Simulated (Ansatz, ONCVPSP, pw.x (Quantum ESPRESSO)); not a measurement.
**What a changed setting does to a pw.x run (fcc Ba)**

Potential: optimised norm-conserving Vanderbilt (ONCV), ONCVPSP 4.0.1.1 (patched build), PBE; core [Kr] 4d10, reference 5s2 5p6 6s2; waves: 5s+6s: rc 2.45 bohr, ncon 4, nbas 7, qcut 3.9 1/bohr, 2 projectors; 5p: rc 2.70 bohr, ncon 4, nbas 8, qcut 4.3 1/bohr, 2 projectors, debl 2.5 Ha; d scattering state at 0.06 Ha: rc 2.75 bohr, ncon 4, nbas 8, qcut 3.8 1/bohr, 2 projectors, debl 0.5 Ha; local part: polynomial inside 2.20 bohr (lpopt 5, dvloc0 2 Ha); core correction: Teter function, fcfact 3, rcfact 1.6. In the d channel the program set the typed energies aside and used 0.050, 0.550 Ha.

The reference run (k-mesh 9³, cutoffs 50/200 Ry, Fermi–Dirac 0.01 Ry, mixing_beta 0.4, conv_thr 1e-9, no spin) gives 0.06 GPa at 64.378 Å³/atom, where all-electron LAPW gives 0.00 GPa. This run, with its own iteration cap, changes ecutrho/ecutwfc to 3.

```
&control
  calculation='scf', prefix='x', pseudo_dir='./', outdir='./tmp', tstress=.true., disk_io='none'
/
&system
  ibrav=0, nat=1, ntyp=1, ecutwfc=50, ecutrho=150, nbnd=12,
  occupations='smearing', smearing='fd', degauss=0.01
/
&electrons
  conv_thr=1e-09, mixing_beta=0.4, electron_maxstep=60
/
ATOMIC_SPECIES
Ba 1.0 Ba.UPF
CELL_PARAMETERS angstrom
  0.00000000 3.18104023 3.18104023
  3.18104023 0.00000000 3.18104023
  3.18104023 3.18104023 0.00000000
ATOMIC_POSITIONS crystal
Ba 0.0000 0.0000 0.0000
K_POINTS automatic
9 9 9 0 0 0
```

```bash
pw.x < Ba.scf.in > Ba.scf.out
```

Problem. How does the run end?

Solution. It converges in 7 iterations; the free energy moves by +0.0 meV/atom and the pressure by +0.00 GPa. Below 4 the density is truncated and F is no longer variational, so a small shift in one case is no licence.

```
Message from routine set_cutoff:
     ecutrho < 4*ecutwfc, are you sure?
     Message from routine setup:
     using ibrav=0 with symmetry is DISCOURAGED, use correct ibrav instead
     lattice parameter (alat)  =       8.5013  a.u.
     unit-cell volume          =     434.4443 (a.u.)^3
     number of electrons       =        10.00
     number of Kohn-Sham states=           12
     kinetic-energy cutoff     =      50.0000  Ry
     charge density cutoff     =     150.0000  Ry
     scf convergence threshold =      1.0E-09
     Exchange-correlation= PBE
     number of k points=    35  Fermi-Dirac smearing, width (Ry)=  0.0100
     iteration #  1     ecut=    50.00 Ry     beta= 0.40
     total energy              =     -57.03109558 Ry
     estimated scf accuracy    <       0.00094868 Ry
     iteration #  2     ecut=    50.00 Ry     beta= 0.40
     total energy              =     -57.03112716 Ry
     estimated scf accuracy    <       0.00029726 Ry
     iteration #  3     ecut=    50.00 Ry     beta= 0.40
     total energy              =     -57.03114676 Ry
     estimated scf accuracy    <       0.00000949 Ry
     iteration #  4     ecut=    50.00 Ry     beta= 0.40
     total energy              =     -57.03114781 Ry
     estimated scf accuracy    <       0.00000021 Ry
     iteration #  5     ecut=    50.00 Ry     beta= 0.40
     total energy              =     -57.03114783 Ry
     estimated scf accuracy    <       0.00000036 Ry
     iteration #  6     ecut=    50.00 Ry     beta= 0.40
     total energy              =     -57.03114787 Ry
     estimated scf accuracy    <          8.4E-09 Ry
     iteration #  7     ecut=    50.00 Ry     beta= 0.40
     the Fermi energy is     5.6446 ev
!    total energy              =     -57.03114787 Ry
     estimated scf accuracy    <          9.6E-10 Ry
     smearing contrib. (-TS)   =      -0.00778593 Ry
     The total energy is F=E-TS. E is the sum of the following terms:
     one-electron contribution =     -14.08423439 Ry
     hartree contribution      =       9.21710074 Ry
     xc contribution           =     -14.02083306 Ry
     ewald contribution        =     -38.13539522 Ry
     convergence has been achieved in   7 iterations
          total   stress  (Ry/bohr**3)                   (kbar)     P=        0.55
     Message from routine punch:
     Nothing written, as per user request (disk_io='none')
```

The run took about 23 s on one core of a shared host (Neoverse-N1, 64 threads, 124 GiB, load 59).
